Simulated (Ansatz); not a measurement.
# V2COS MXene monolayer in a perpendicular field, part 2 of 2

What dipole does a perpendicular field induce in the V2COS MXene monolayer? A positive field points along +c.

Ansatz 0.2.0; plane-wave DFT, PBE-D3(BJ), Ansatz PAW (set soft_1); PAW set soft_1.

So far. Step 2 (Relaxation): The lattice constant a goes from 3.012 to 2.944 Å.

## Step 3: Single point, field 0

A sawtooth potential applies the field, turning back in the middle of the vacuum. With the dipole correction the typed value is the field outside the slab. The induced dipole is small, so the SCF threshold is tight.

The cell differs from the one that the last finished run ended in (c 41.231 → 22.890 Å).

The input, input.yaml:

```yaml
crystal:
  lattice:
    - [2.944396244, 0.0, 0.0]
    - [-1.472198122, 2.5499219461, 0.0]
    - [0.0, 0.0, 22.8898628431]
  atoms:
    - { symbol: S, position: [0.3333333333, 0.6666666667, 0.3931871528] }
    - { symbol: V, position: [0.6666666667, 0.3333333333, 0.4638894493] }
    - { symbol: C, position: [0.0, 0.0, 0.5116319835] }
    - { symbol: V, position: [0.3333333333, 0.6666666667, 0.5634570824] }
    - { symbol: O, position: [0.6666666667, 0.3333333333, 0.6068128472] }
kpoints:
  mp_grid: { grid: [18, 18, 1] }
  band_path:
    path: [[0, 0, 0], [0.5, 0, 0], [0.33333333, 0.33333333, 0], [0, 0, 0]]
    npoints: 16
hamiltonian:
  xc: pbe
  dispersion: d3bj
  pseudopotentials: { kind: paw, azcp: { folder: soft_1 } }
scf:
  occupations: { method: fermi_dirac, width: 0.02585 }
  convergence: { dr2_threshold: 1.0e-10 }
efield:
  axis: 3
  dipole_correction: true
  ramp_position: 0.97
  ramp_width: 0.06
  amplitude: 0
output:
  dos: { projected: true, e_range: [-6, 5] }
  write_potential: true
  write_density: true
  volumetric_format: npy
  elf: true
```

On the command line:

```sh
$ ansatz run input.yaml --threads 2 --pin off --max-ram 3072MiB --backend cpu --events-out ev --progress --plain --runs-dir out
```

Numbers of over 12 decimals in the logs are rounded to 6 here.

What it wrote:

```text
[...]
Crystal: 5 atoms, lattice volume = 171.857 Å³
Basis set: ecut = 420 eV, 3305 PW (Γ)
Bands: 26, of which v1, the nominal top of the filled ones, is band 21 counted from 1 (20 counted from 0)
Symmetry: 6 space group operations
[...]
k-points: 37 of 324 (time reversal used)
[...]
SCF iter   1: F=—  HF=-7555.021704 eV  |F-HF|=—  |Δ(HF+E_count)|=         —  Δρ=1.04e-1  dr2=2.74e1  ethr=3.10e-3  p=0.000 e·Å  D=7.83e-7 V/Å  ΔV_dip=-0.00 eV  dr2_dipole=4.13e-1  V_vac-E_F(+/−)=7.95/7.95 eV  ⟨swp⟩=9.7  Hψ=5888  notcnv=0
efield: sawtooth ramp at fractional position 0.9700 (set: `efield.ramp_position`, or a place that a band, a saddle search or an elastic batch's reference lends), width 0.0600; the density the first Hamiltonian is built on has a dipole p = 0.000 e·Å; the dipole correction subtracts the counter field D = 7.83e-7 V/Å, which shifts the + side's vacuum level by -0.00 eV against the − side's; the planar-averaged density in the ramp window peaks in size at 6.2e-6 e/Å³
[...]
SCF iter   2: F=—  HF=-7559.120552 eV  |F-HF|=—  |Δ(HF+E_count)|=    4.10e0  Δρ=2.06e-1  dr2=8.57e1  ethr=3.10e-3  p=-0.110 e·Å  D=-1.16e-1 V/Å  ΔV_dip=2.65 eV  dr2_dipole=9.52e-4  V_vac-E_F(+/−)=6.06/3.40 eV  ⟨swp⟩=5.3  Hψ=3123  notcnv=0  defer=12  recentre
[...]
SCF iter  13: F=-7549.694488 eV  HF=-7549.694488 eV  |F-HF|=2.04e-10  |Δ(HF+E_count)|=   1.58e-9  Δρ=1.03e-7  dr2=8.63e-12  ethr=1.00e-12  p=-0.053 e·Å  D=-5.60e-2 V/Å  ΔV_dip=1.28 eV  dr2_dipole=1.52e-13  V_vac-E_F(+/−)=6.51/5.23 eV  ⟨swp⟩=4.0  Hψ=3042  notcnv=0
SCF 1 converged in 13 iterations: F = -7549.694488 eV  dr2 = 8.63e-12
[...]
NSCF: frozen V_eff on 49 k-points
efield: sawtooth ramp at fractional position 0.9700 (kept from the solve that this one continues, or follows in the run), width 0.0600; the density the first Hamiltonian is built on has a dipole p = -0.053 e·Å; the dipole correction subtracts the counter field D = -5.60e-2 V/Å, which shifts the + side's vacuum level by +1.28 eV against the − side's; the planar-averaged density in the ramp window peaks in size at 5.5e-6 e/Å³
[...]
SCF converged after 13 iterations
Free energy (F): -7549.694488 eV
[...]
Internal energy: -7549.689378 eV  (E = F + TS)
E sigma→0 (E₀):  -7549.691933 eV
Entropy (-TS):   -0.005110 eV (-1.022 meV/atom)
Fermi energy:    0.250723 eV
Dipole field:    D = -0.056016 V/Å  (p = -0.053200 e·Å, saw-weighted, corrected)
Work function:   Φ+ = 6.5120 eV   Φ− = 5.2298 eV
Levels:          The Fermi level and band energies are counted from a zero that moves with the ramp; work functions are not
[...]
--- Band table (eV; the first three rows and the last of 37) ---
  k-point 0: bands = [... 17 lower, -2.0214, -0.4974, -0.4974, 0.3651, 0.6708, 0.6708, 0.8513, 0.8513, ... 1 higher]
  k-point 1: bands = [... 17 lower, -1.9007, -0.6573, -0.5944, 0.1258, 0.6336, 0.7793, 0.9544, 0.9945, ... 1 higher]
  k-point 2: bands = [... 17 lower, -1.7973, -1.1309, -0.7795, -0.1731, 0.5612, 0.8447, 1.1324, 1.2966, ... 1 higher]
  k-point 36: bands = [... 17 lower, -3.6710, -3.1576, -3.0616, 0.4579, 0.6296, 1.2322, 1.5367, 1.7436, ... 1 higher]
```

Run time: 24 s. Hardware: 2 threads of Arm Neoverse V1, shared host; peak memory 0.48 GiB; 47 s of CPU time.

Numbers from this step:

```yaml
energy_at_zero_smearing: -7549.6919 eV
work_function_upper_face: 6.512 eV
work_function_lower_face: 5.230 eV
dipole_along_the_normal: -0.05320 e·Å
step_between_the_vacuum_levels: 1.282 eV
```

Running mean over a fixed 2.7 Å (it still follows the layers) of the planar mean; the ramp of the sawtooth is left out. Table of electron's electrostatic potential energy less the Fermi level by z:

z (Å), electron's electrostatic potential energy less the Fermi level (eV) and a bar from the least value:
```
        4        5.2 ############################
        5        5.2 ############################
        6        5.2 ############################
        7        4.3 ##########################
        8       -0.9 ##################
        9       -5.9 ##########
       10      -10.7 ##
       11      -10.9 ##
       12      -12.1 
       13      -10.3 ###
       14       -4.5 ############
       15        2.8 ########################
       16        6.3 ##############################
       17        6.5 ##############################
       18        6.5 ##############################
       19        6.5 ##############################
```

The density of states has structure finer than the step of the table below, so its rows give means over 0.2 eV, whole bins alone (the curve runs from -6 to 1.31 eV). Peaks (eV: height): -5.45: 14.2, -4.65: 9.96, -4.40: 8.88, -3.71: 11.3, -2.66: 9.39, 0.64: 9.43, 0.81: 16.1.

The density of states by energy, zero at the Fermi level; means over each step:

```tsv
energy (eV)	density of states (states/eV a cell)
-5.8	3.78
-5.6	2.13
-5.4	5.75
-5.2	3.56
-5.0	3.45
-4.8	4.01
-4.6	5.09
-4.4	5.72
-4.2	1.99
-4.0	3.58
-3.8	4.29
-3.6	5.09
-3.4	5.13
-3.2	3.75
-3.0	2.75
-2.8	2.09
-2.6	4.18
-2.4	2.04
-2.2	1.98
-2.0	1.97
-1.8	1.38
-1.6	1.37
-1.4	1.64
-1.2	1.43
-1.0	1.66
-0.8	2.04
-0.6	2.54
-0.4	1.80
-0.2	1.54
0.0	2.15
0.2	2.80
0.4	2.33
0.6	5.81
0.8	7.71
1.0	2.03
1.2	3.13
```

Projected DOS per atom over height of the atomic layer and energy from the Fermi level. Layers: S V C V O from below.

Ten even steps from '_' (0.08 states/eV) to '@' (4.14 states/eV), each cell a mean:
```
__..__..__
__==__@@__
__::__--__
__..__::__
______..__
__..__..__
__..__..__
__..______
....______
..________
..________
--..____..
..______..
......__..
::::::..--
........::
..______..
....::::==
__....::--
..__....::
....::..--
::__......
```
Columns: height of the atomic layer (Å) from 9 to 13.9 (not evenly spaced); rows upwards: energy from the Fermi level (eV) from -5.96 to 1.24.

The electronic bands at the labelled points (eV, zero at the Fermi level):

```tsv
point	band 18	band 19	band 20	band 21	band 22	band 23	band 24	band 25
Γ	-2.27	-0.75	-0.75	0.11	0.42	0.42	0.60	0.60
halfway	-3.21	-2.20	-1.28	-1.03	0.29	0.65	1.20	1.66
M	-3.32	-2.69	-1.24	-1.22	0.60	0.84	1.40	1.41
halfway	-3.69	-3.04	-2.76	-0.37	0.68	0.80	1.41	1.53
K	-3.92	-3.41	-3.31	0.21	0.38	0.98	1.29	1.49
halfway	-3.22	-2.42	-2.08	-0.46	-0.05	0.87	1.31	1.54
Γ	-2.27	-0.75	-0.75	0.11	0.42	0.42	0.60	0.60
```

Electrostatic potential energy in the ca plane at fractional y = 0.333, with atoms of V and O within 0.2 Å of it. With pseudopotentials it is smooth inside the atoms' cores, unlike the true potential.

Values in eV, 5 rows by 16 columns, each cell a mean:
```
  6   6   5   1 -12 -32  -5  -2 -17   2   7   6   6   6   6   6
  6   6   5   3 -20 -38 -10   0 -36  -6   6   6   6   6   6   6
  6   6   5   1 -12 -33  -5  -2 -17   2   7   6   6   6   6   6
  6   6   4  -6  -3  -4  -3 -13  -2   5   6   6   6   6   6   6
  6   6   4  -6  -3  -4  -3 -13  -2   5   6   6   6   6   6   6
```
Columns run along c (16.0 Å, from fractional 0.24 to 0.93 of the cell; values clipped at the 3rd and 97th percentile), rows up along a (2.9 Å). Atoms in or near the plane, at fractional coordinates: V at (0.46, 0.67), O at (0.61, 0.67).

Valence density in the ca plane at fractional y = 0.333, with atoms of V and O within 0.2 Å of it. It is the smooth field of the valence electrons, not physical close to the nuclei.

Values in e/Å³, 5 rows by 16 columns, each cell a mean:
```
 0  0  0  0  0  0  0  3  1  0  1  1  0  0  0  0
 0  0  0  0  0  0  0 10  2  0  4  3  0  0  0  0
 0  0  0  0  0  0  0  3  1  0  1  1  0  0  0  0
 0  0  0  0  0  0  1  0  1  1  0  0  0  0  0  0
 0  0  0  0  0  0  1  0  1  1  0  0  0  0  0  0
```
Columns run along c (16.0 Å, from fractional 0.14 to 0.84 of the cell), rows up along a (2.9 Å). Atoms in or near the plane, at fractional coordinates: V at (0.46, 0.67), O at (0.61, 0.67).

ELF in the ca plane at fractional y = 0.333, with atoms of V and O within 0.2 Å of it. It is the smooth field of the valence electrons, not physical close to the nuclei.

Values, 5 rows by 16 columns, each cell a mean:
```
0.00 0.00 0.00 0.00 0.06 0.32 0.36 0.46 0.30 0.21 0.61 0.71 0.16 0.00 0.00 0.00
0.00 0.00 0.00 0.00 0.01 0.07 0.18 0.67 0.33 0.19 0.60 0.75 0.26 0.01 0.00 0.00
0.00 0.00 0.00 0.00 0.06 0.32 0.36 0.46 0.30 0.21 0.61 0.71 0.16 0.00 0.00 0.00
0.00 0.00 0.00 0.01 0.28 0.74 0.69 0.24 0.58 0.27 0.17 0.19 0.02 0.00 0.00 0.00
0.00 0.00 0.00 0.01 0.28 0.74 0.69 0.24 0.58 0.27 0.17 0.18 0.02 0.00 0.00 0.00
```
Columns run along c (16.0 Å, from fractional 0.14 to 0.84 of the cell), rows up along a (2.9 Å). Atoms in or near the plane, at fractional coordinates: V at (0.46, 0.67), O at (0.61, 0.67).

The work function of the upper face is 6.51 eV.

## Step 4: Single point, field 0.1 V/Å

input.yaml, as its differences from that of step 3:

```diff
@@ -26,7 +26,6 @@
   dipole_correction: true
-  ramp_position: 0.97
-  ramp_width: 0.06
-  amplitude: 0
+  ramp_position: 0.9284
+  ramp_width: 0.1263
+  amplitude: 0.1
 output:
-  dos: { projected: true, e_range: [-6, 5] }
   write_potential: true
@@ -34,2 +33 @@
   volumetric_format: npy
-  elf: true
```

What it wrote:

```text
[...]
Crystal: 5 atoms, lattice volume = 171.857 Å³
Basis set: ecut = 420 eV, 3305 PW (Γ)
Bands: 26, of which v1, the nominal top of the filled ones, is band 21 counted from 1 (20 counted from 0)
Symmetry: 6 space group operations
[...]
k-points: 37 of 324 (time reversal used)
[...]
k-point 0: bands = [... 17 lower, -2.0204, -0.4907, -0.4907, 0.3762, 0.6766, 0.6766, 0.8575, 0.8575, ... 1 higher]
  k-point 1: bands = [... 17 lower, -1.8992, -0.6510, -0.5881, 0.1345, 0.6397, 0.7868, 0.9613, 1.0007, ... 1 higher]
  k-point 2: bands = [... 17 lower, -1.7940, -1.1271, -0.7741, -0.1651, 0.5674, 0.8521, 1.1395, 1.3031, ... 1 higher]
  k-point 36: bands = [... 17 lower, -3.6636, -3.1411, -3.0656, 0.4633, 0.6371, 1.2383, 1.5401, 1.7479, ... 1 higher]
[key lines of the parts left out:]
SCF converged after 13 iterations
Free energy (F): -7549.690509 eV
Fermi energy:    0.256586 eV
Dipole field:    D = -0.027774 V/Å  (p = -0.026378 e·Å, saw-weighted, corrected)
```

It took 23 s on 2 threads; peak memory 0.45 GiB; 46 s of CPU time.

The dipole is -0.0264 e·Å, 0.0268 e·Å from its value without field.

## Step 5: Single point, field -0.1 V/Å

input.yaml, as its differences from that of step 4:

```diff
@@ -28,3 +28,3 @@
   ramp_width: 0.1263
-  amplitude: 0.1
+  amplitude: -0.1
 output:
```

What it wrote:

```text
[...]
Crystal: 5 atoms, lattice volume = 171.857 Å³
Basis set: ecut = 420 eV, 3305 PW (Γ)
Bands: 26, of which v1, the nominal top of the filled ones, is band 21 counted from 1 (20 counted from 0)
Symmetry: 6 space group operations
[...]
k-points: 37 of 324 (time reversal used)
[...]
k-point 0: bands = [... 17 lower, -2.0013, -0.4831, -0.4831, 0.3751, 0.6861, 0.6861, 0.8662, 0.8662, ... 1 higher]
  k-point 1: bands = [... 17 lower, -1.8810, -0.6424, -0.5796, 0.1381, 0.6486, 0.7929, 0.9687, 1.0095, ... 1 higher]
  k-point 2: bands = [... 17 lower, -1.7794, -1.1135, -0.7637, -0.1600, 0.5760, 0.8584, 1.1463, 1.3113, ... 1 higher]
  k-point 36: bands = [... 17 lower, -3.6560, -3.1529, -3.0364, 0.4736, 0.6432, 1.2472, 1.5544, 1.7605, ... 1 higher]
[key lines of the parts left out:]
SCF converged after 13 iterations
Free energy (F): -7549.701148 eV
Fermi energy:    0.265985 eV
Dipole field:    D = -0.084236 V/Å  (p = -0.080002 e·Å, saw-weighted, corrected)
```

Elapsed: 23 s, on 2 threads; peak memory 0.45 GiB; 46 s of CPU time.

The dipole is -0.0800 e·Å, -0.0268 e·Å from its value without field.

## Step 6: Response, atoms held

This step: plane-wave DFT, PBE-D3(BJ), Ansatz PAW (set soft_1); response to a field along the normal, atoms held; PAW set soft_1 (Ansatz 0.2.0).

The dipoles give the slope, and the difference of two potentials shows where the field is screened.

Numbers from this step:

- equivalent conductor thickness p/(ε₀AE): 6.462 Å
- distance between the outer atoms: 4.890 Å

Table of dipole of the cell by applied field:

```tsv
applied field (V/Å)	dipole of the cell (e·Å)
-0.1000	-0.0800
0.0000	-0.0532
0.1000	-0.0264
```

Local field over the applied field, running mean. From the potentials at -0.1 and 0.1 V/Å; running mean over 2.5 Å. The local field over applied field by z:

z (Å), local field over applied field and a bar:
```
      4.5      0.999 ##############################
      5.0      0.997 ##############################
      5.5      0.990 ##############################
      6.0      0.971 #############################
      6.5      0.921 ############################
      7.0      0.815 ########################
      7.5      0.656 ####################
      8.0      0.478 ##############
      8.5      0.296 #########
      9.0      0.149 ####
      9.5      0.064 ##
     10.0      0.028 
     10.5      0.014 
     11.0      0.016 
     11.5      0.020 
     12.0      0.020 
     12.5      0.036 #
     13.0      0.085 ##
     13.5      0.188 #####
     14.0      0.342 ##########
     14.5      0.522 ###############
     15.0      0.699 #####################
     15.5      0.848 #########################
     16.0      0.944 ############################
     16.5      0.983 #############################
     17.0      0.995 ##############################
     17.5      0.999 ##############################
     18.0      1.000 ##############################
     18.5      1.000 ##############################
```

Electrons, planar mean, per unit field. Table of induced electron density by z:

```tsv
z (Å)	induced electron density (e/Å³ per V/Å)
4.5	3.7e-6
5.0	1.2e-5
5.5	4.1e-5
6.0	1.3e-4
6.5	3.8e-4
7.0	0.00103
7.5	0.00244
8.0	0.00377
8.5	0.00197
9.0	0.00108
9.5	4.3e-4
10.0	-7.3e-4
10.5	3.8e-4
11.0	-5.0e-5
11.5	1.9e-4
12.0	-2.4e-4
12.5	-2.0e-4
13.0	-7.2e-5
13.5	-0.00148
14.0	-0.00170
14.5	-0.00395
15.0	-0.00224
15.5	-7.8e-4
16.0	-2.3e-4
16.5	-6.4e-5
17.0	-1.6e-5
17.5	-4.2e-6
18.0	-1.1e-6
18.5	-2.5e-7
```

By hand: between -0.1 and 0.1 V/Å the dipole changes by 0.05362 e·Å, a slope of 0.2681 e·Å²/V. A perfect conductor of thickness t has p = ε₀AEt, so t = 180.95 × 0.2681 / 7.508 = 6.46 Å (e/ε₀ = 180.95 V·Å, A in Å²).

The induced dipole is that of a conductor 6.46 Å thick.

## Step 7: Summary of results

* gap without field: none
* work function, upper face: 6.51 eV
* step between the vacuum levels: 1.28 eV
* equivalent conductor thickness, atoms held: 6.46 Å

**Reading.** The induced dipole equals that of a perfect conductor 6.46 Å thick, while the outer atoms lie 4.89 Å apart. The two faces differ: the vacuum level above lies 1.28 eV higher than the one below. There is no gap over 0.03 eV, with or without the field. The first relaxation ran with spin and lost its moment, and the later runs have none; other magnetic states were not tried. The MXene's terminations sit over the metal atoms of its far layer; the site over carbon or nitrogen, which some compounds prefer, was not run.

[Logs are printed without paths, hosts, clocks, repeated set-up lines and the standing remarks that a program may print on its own settings, such as how far it seeks lower states.]

[Hosts, paths, dates, database ids (printed as entryN), source tags and the programs' standing remarks are cut or masked in the printed files.]

[Maps of the electrostatic potential energy from Ansatz leave out the sawtooth potential of an applied field or a dipole correction, so their vacuum need not be flat; planar profiles and work functions include it.]

[The density of states shown here was stored with 400 of the rows of the run's finer table, so its peaks can read low, often by over a quarter, or be missed, and its means over a window can be off by a tenth or more.]
